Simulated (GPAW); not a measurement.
# HfO2 (Fm-3m) in GPAW: further runs

Aim: see how the results for HfO2 move with the level of theory and the settings. Levels: LDA, PBE, M06-L+D4. Tasks: equation of state.

Everything below comes from runs of GPAW 26.7.0. Logs are shortened: lines on timing, memory, paths and dates and some standing lists are left out, and cuts for length are marked. The log counts tension as positive stress, the text compression.

## Step 1: The structure

Symmetry: Fm-3m, No. 225, cubic system. Conventional cell: a = 5.115 Å, b = 5.115 Å, c = 5.115 Å, α = 90.00°, β = 90.00°, γ = 90.00°. Hf (site symmetry m-3m) is surrounded by 8 O at 2.21 Å. Around O (site symmetry -43m) lie 4 Hf at 2.21 Å.

Measurements of this composition are mostly on another form, of space group No. 14.

## Step 2: Equation of state, LDA

run.py reads:

```python
from ase.eos import EquationOfState
from ase.io import Trajectory
from ase.spacegroup import crystal
from ase.units import GPa
from gpaw import GPAW, PW, setup_paths

setup_paths.insert(0, '.')

# Hf 4a
# O 8c
atoms = crystal(['Hf', 'O'],
                basis=[[0.0, 0.0, 0.0],
                       [0.25, 0.25, 0.75]],
                spacegroup=225, setting=1,  # Fm-3m
                cellpar=[5.115, 5.115, 5.115, 90.0, 90.0, 90.0],
                primitive_cell=True)

traj = Trajectory('eos.traj', 'w')
volumes, energies = [], []
for x in [0.94, 0.96, 0.98, 1.0, 1.02, 1.04, 1.06]:
    a = atoms.copy()
    a.set_cell(atoms.cell * x**(1 / 3), scale_atoms=True)
    calc = GPAW(mode=PW(800),
                xc='LDA',
                kpts={'size': (7, 7, 7), 'gamma': True},
                occupations={'name': 'fermi-dirac', 'width': 0.05},
                setups={'Hf': 'jth', 'O': 'jth'},
                nbands=-12,
                convergence={'density': 1e-05, 'energy': 1e-05},
                maxiter=150,
                txt=f'eos-{x:.2f}.txt')
    a.calc = calc
    energies.append(a.get_potential_energy(force_consistent=True))
    volumes.append(a.get_volume())
    p = -a.get_stress()[:3].mean() / GPa
    calc.write(f'eos-{x:.2f}.gpw')
    traj.write(a)
    print(f'{x:.2f} {volumes[-1]:10.4f} A^3 {energies[-1]:14.6f} eV {p:9.3f} GPa', flush=True)

v0, e0, B = EquationOfState(volumes, energies, eos='birchmurnaghan').fit()
print(f'V0 = {v0:.4f} A^3, E0 = {e0:.6f} eV, B0 = {B / GPa:.2f} GPa')
```

Potentials or basis: JTH PAW 2.0, LDA, pw.

Started as:

```sh
$ OMP_NUM_THREADS=1 python run.py
```

What it wrote:

```text
__  _  _
 | _ |_)|_||  |
 |__||  | ||/\| - 26.7.0

Input parameters:
  mode=PW(ecut=800.0),
  convergence={'density': 1e-05, 'energy': 1e-05},
  kpts=MonkhorstPack(size=(7, 7, 7), gamma=True),
  maxiter=150,
  nbands=-12,
  occupations=Occupations(name='fermi-dirac', width=0.05),
  setups={'Hf': 'jth', 'O': 'jth'},
  xc=XC(name='LDA')

Diagonalizing LCAO Hamiltonian
Converting LCAO to pw mode

                   O

           O

       Hf

Atoms  # Å, Bohr magnetons
|   | symbol |        x |        y |        z |    initial magnetic moments |
|---|--------|----------|----------|----------|-----------------------------|
| 0 |     Hf | 0.000000 | 0.000000 | 0.000000 | ( 0.0000,  0.0000,  0.0000) |
| 1 |      O | 3.757937 | 3.757937 | 3.757937 | ( 0.0000,  0.0000,  0.0000) |
| 2 |      O | 1.252646 | 1.252646 | 1.252646 | ( 0.0000,  0.0000,  0.0000) |

Unit cell  # Å
| periodic |        x |        y |        z |  lengths |    angles |
|----------|----------|----------|----------|----------|-----------|
|      yes | 0.000000 | 2.505291 | 2.505291 | 3.543017 | 60.000000 |
|      yes | 2.505291 | 0.000000 | 2.505291 | 3.543017 | 60.000000 |
|      yes | 2.505291 | 2.505291 | 0.000000 | 3.543017 | 60.000000 |

Number of symmetries: 48
Symmetry operations  # r_c * U_cc + t_c -> r_c
|    | kind |            matrix            |
|----|------|------------------------------|
|  0 |  σ   |  1, 0, 0,  1, 0,-1,  1,-1, 0 |
|  1 |  C2  |  1, 0, 0,  1,-1, 0,  1, 0,-1 |
|  2 |  E   |  1, 0, 0,  0, 1, 0,  0, 0, 1 |
|  3 |  σ   |  1, 0, 0,  0, 0, 1,  0, 1, 0 |
|  4 |  C4  |  1, 0,-1,  1, 0, 0,  1,-1, 0 |
|  5 |  S6  |  1, 0,-1,  1,-1, 0,  1, 0, 0 |
|  6 |  σ   |  1, 0,-1,  0, 1,-1,  0, 0,-1 |
|  7 |  C3  |  1, 0,-1,  0, 0,-1,  0, 1,-1 |
|  8 |  S6  |  1,-1, 0,  1, 0, 0,  1, 0,-1 |
|  9 |  C4  |  1,-1, 0,  1, 0,-1,  1, 0, 0 |
| 10 |  C3  |  1,-1, 0,  0,-1, 1,  0,-1, 0 |
| 11 |  σ   |  1,-1, 0,  0,-1, 0,  0,-1, 1 |
| 12 |  σ   |  0, 1, 0,  1, 0, 0,  0, 0, 1 |
| 13 |  C4  |  0, 1, 0,  0, 1,-1, -1, 1, 0 |
| 14 |  C3  |  0, 1, 0,  0, 0, 1,  1, 0, 0 |
| 15 |  S6  |  0, 1, 0, -1, 1, 0,  0, 1,-1 |
| 16 |  C2  |  0, 1,-1,  1, 0,-1,  0, 0,-1 |
| 17 |  σ   |  0, 1,-1,  0, 1, 0, -1, 1, 0 |
| 18 |  S4  |  0, 1,-1,  0, 0,-1,  1, 0,-1 |
| 19 |  C4  |  0, 1,-1, -1, 1, 0,  0, 1, 0 |
| 20 |  C3  |  0, 0, 1,  1, 0, 0,  0, 1, 0 |
| 21 |  σ   |  0, 0, 1,  0, 1, 0,  1, 0, 0 |
| 22 |  S6  |  0, 0, 1,  0,-1, 1, -1, 0, 1 |
| 23 |  C4  |  0, 0, 1, -1, 0, 1,  0,-1, 1 |
| 24 |  S4  |  0, 0,-1,  1, 0,-1,  0, 1,-1 |
| 25 |  C3  |  0, 0,-1,  0, 1,-1,  1, 0,-1 |
| 26 |  C2  |  0, 0,-1,  0,-1, 0, -1, 0, 0 |
| 27 |  S6  |  0, 0,-1, -1, 0, 0,  0,-1, 0 |
| 28 |  S4  |  0,-1, 1,  1,-1, 0,  0,-1, 0 |
| 29 |  C4  |  0,-1, 1,  0, 0, 1, -1, 0, 1 |
| 30 |  C2  |  0,-1, 1,  0,-1, 0,  1,-1, 0 |
| 31 |  σ   |  0,-1, 1, -1, 0, 1,  0, 0, 1 |
| 32 |  C3  |  0,-1, 0,  1,-1, 0,  0,-1, 1 |
| 33 |  S6  |  0,-1, 0,  0, 0,-1, -1, 0, 0 |
| 34 |  S4  |  0,-1, 0,  0,-1, 1,  1,-1, 0 |
| 35 |  C2  |  0,-1, 0, -1, 0, 0,  0, 0,-1 |
| 36 |  C2  | -1, 1, 0,  0, 1, 0,  0, 1,-1 |
| 37 |  S6  | -1, 1, 0,  0, 1,-1,  0, 1, 0 |
| 38 |  S4  | -1, 1, 0, -1, 0, 1, -1, 0, 0 |
| 39 |  C3  | -1, 1, 0, -1, 0, 0, -1, 0, 1 |
| 40 |  S6  | -1, 0, 1,  0, 0, 1,  0,-1, 1 |
| 41 |  C2  | -1, 0, 1,  0,-1, 1,  0, 0, 1 |
| 42 |  C3  | -1, 0, 1, -1, 1, 0, -1, 0, 0 |
| 43 |  S4  | -1, 0, 1, -1, 0, 0, -1, 1, 0 |
| 44 |  C2  | -1, 0, 0,  0, 0,-1,  0,-1, 0 |
| 45 |  i   | -1, 0, 0,  0,-1, 0,  0, 0,-1 |
| 46 |  σ   | -1, 0, 0, -1, 1, 0, -1, 0, 1 |
| 47 |  C2  | -1, 0, 0, -1, 0, 1, -1, 1, 0 |

BZ-sampling:
  Number of BZ points: 343
  Number of IBZ points: 20

  Monkhorst-Pack size: [7, 7, 7]
  Monkhorst-Pack shift: [0, 0, 0]

K-points  # in reciprocal-cell coordinates
|     |                                coordinates |     weight |
|-----|--------------------------------------------|------------|
|   0 | (  0.00000000,   0.00000000,   0.00000000) | 0.00291545 |
|   1 | (  0.14285714,   0.14285714,   0.00000000) | 0.01749271 |
|   2 | (  0.14285714,   0.14285714,   0.14285714) | 0.02332362 |
|   3 | (  0.28571429,   0.14285714,   0.14285714) | 0.03498542 |
|   4 | (  0.28571429,   0.28571429,   0.00000000) | 0.01749271 |
|   5 | (  0.28571429,   0.28571429,   0.14285714) | 0.06997085 |
|   6 | (  0.28571429,   0.28571429,   0.28571429) | 0.02332362 |
|   7 | (  0.42857143,  -0.28571429,  -0.28571429) | 0.03498542 |
|   8 | (  0.42857143,   0.28571429,  -0.42857143) | 0.13994169 |
|   9 | (  0.42857143,   0.28571429,  -0.28571429) | 0.06997085 |
| ... |                                            |            |
|  19 | (  0.42857143,   0.42857143,   0.42857143) | 0.02332362 |

Plane wave coefficients: 1639
Cutoff: 800.0 eV

Spin-components: 1 (collinear spins)
Bands:           24
Projectors:      14
Spin-degeneracy: 2
Datatype:        complex128

Parallelization:
  kpt:    1
  domain: 1
  band:   1

Density:
  Valence electrons: 24.0
  Components: 1
  Grid points: [24 24 24]
  Charge: 0.0  # |e|

Potential:
  Grid points: [24 24 24]

species:
  Hf:
    name:    Hafnium
    Z:       72.0
    valence: 12
    core:    60
    charge:  0.0  # [|e|]
    compensation charges:
      type: sinc
      rc: 1.28  # [Å]
      lmax: 2
    cutoffs:
      filter: 1.28  # [Å]
      core: 4.10  # [Å]
    projectors
    | kind |    occ | energy [eV] | rcut [Å] |
    |------|--------|-------------|----------|
    |   5s |  2.000 |     -67.175 |    1.168 |
    |   6s |  2.000 |      -5.261 |    1.168 |
    |   5p |  6.000 |     -35.715 |    1.276 |
    |   6p |  0.000 |      -1.465 |    1.276 |
    |   5d |  2.000 |      -2.870 |    1.168 |
    |    d |        |       4.082 |    1.168 |

    Using partial waves for Hf as LCAO basis

  O:
    name:    Oxygen
    Z:       8.0
    valence: 6
    core:    2
    charge:  0.0  # [|e|]
    compensation charges:
      type: sinc
      rc: 0.64  # [Å]
      lmax: 2
    cutoffs:
      filter: 0.75  # [Å]
      core: 0.85  # [Å]
    projectors
    | kind |    occ | energy [eV] | rcut [Å] |
    |------|--------|-------------|----------|
    |   2s |  2.000 |     -23.754 |    0.749 |
    |    s |        |      27.211 |    0.749 |
    |   2p |  4.000 |      -9.198 |    0.749 |
    |    p |        |      27.211 |    0.749 |

    Using partial waves for O as LCAO basis

Reference energy: -414109.762520  # eV

eigensolver:
  PPCG
  Converge bands: occupied
  niter=2

density mixing:
  MSR1-Mixer
  Pratt-step length: 0.05
  Maximum mixing coefficient: 0.75
  Old densities: 10
  SVD Regularization: 0.005
  Good broyden scale: 1.0
  Trust region scale: 1.0
  Backstep threshold: 4.0
  History deletion threshold: 6.0
  Fourier metric: weight=20.0, sigma=0.015

occupation numbers:
  Fermi-Dirac:
    width: 0.0500  # eV

poisson solver:
  ecut: 6400.0  # eV

xc functional:
  name: None

convergence criteria:
- Maximum integral of absolute [dens]ity change: 1e-05 electrons / valence electron
- Maximum [total energy] change in last 3 cyles: 1e-05 eV / valence electron
- Maximum integral of absolute [eigenst]ate change: 4e-08 eV^2 / valence electron
maximum number of iterations: 150

SCF iterations
|iter     | |      energy | eigst |  dens |
|---------|-|-------------|-------|-------|
|iter:   1| |  -33.898800 | -0.64 |       |
|iter:   2| |  -32.838646 | -2.18 | -0.82 |
|iter:   3| |  -29.939574 | -1.02 | -0.87 |
|iter:   4| |  -29.892458 | -2.97 | -1.51 |
|iter:   5| |  -29.878026 | -3.31 | -1.79 |
|iter:   6| |  -29.877709 | -4.86 | -2.89 |
|iter:   7| |  -29.877711 | -6.62 | -3.43 |
|iter:   8| |  -29.877711c| -7.60c| -3.93 |
|iter:   9| |  -29.877711c| -7.97c| -4.73 |
|iter:  10| |  -29.877711c| -9.18c| -5.99c|

Converged in 10 steps
Energy contributions relative to reference atoms: (reference = -414109.762520)

Energy contributions:
  Kinetic:          27.627576
  Coulomb:         -29.320159
  Zero:              0.031790
  External:          0.000000
  Xc:              -28.216918
  Entropy:          -0.000000
  Spinorbit:         0.000000
  ----------------------------
  Free energy:     -29.877711
  Extrapolated:    -29.877711

dipole moment: (-36.464601, -36.464601, -36.464601)  # |e|*Ang

Fermi level: 5.881
Eigenvalues  # (at kpt = [0.000, 0.000, 0.000])
| band index |      eig [eV] | occ [0-2] |
|------------|---------------|-----------|
|          0 |       -55.996 |     2.000 |
|        ... |               |           |
|          4 |       -13.772 |     2.000 |
|          5 |       -10.441 |     2.000 |
|          6 |        -0.695 |     2.000 |
|          7 |        -0.695 |     2.000 |
|          8 |        -0.695 |     2.000 |
|          9 |         4.302 |     2.000 |
[... 8 lines left out ...]
|         18 |        19.120 |     0.000 |
|         19 |        19.120 |     0.000 |
|        ... |               |           |
|         23 |        30.338 |     0.000 |

Gap: 3.858 eV
Transition (v -> c):
  (s=0, k=15, n=11, [0.43, 0.43, -0.14]) -> (s=0, k=0, n=12, [0.00, 0.00, 0.00])
Direct/indirect transitions are different
Direct gap: 4.063 eV
Transition at: (s=0, k=15, n=11, [0.43, 0.43, -0.14])

Stress tensor  # eV/Ang^3
|         x |         y |        z |
|-----------|-----------|----------|
|  0.039789 | -0.000000 | 0.000000 |
| -0.000000 |  0.039789 | 0.000000 |
|  0.000000 |  0.000000 | 0.039789 |

# Writing to eos-0.94.gpw (mode='')
```

Run time: 87 s. Hardware: 1 thread of Intel Xeon Platinum 8488C (Sapphire Rapids), shared host; peak memory 0.25 GiB.

What came out:

* Equilibrium volume: 10.25 Å³/atom (rough: see the caveat)
* Bulk modulus: 269 GPa (rough)

Energy against volume, from the lowest point:
```tsv
volume (Å³/atom)	energy (meV/atom)
10.483	0.00
10.706	11.71
10.929	30.39
11.152	54.91
11.375	85.36
11.598	120.93
11.821	161.08
```

Caveat: the minimum lies outside the volumes run; the program truncates these outside data sets. Spin-orbit coupling is left out, which matters for the levels of Hf.

(Part 1 of 2 ends here.)
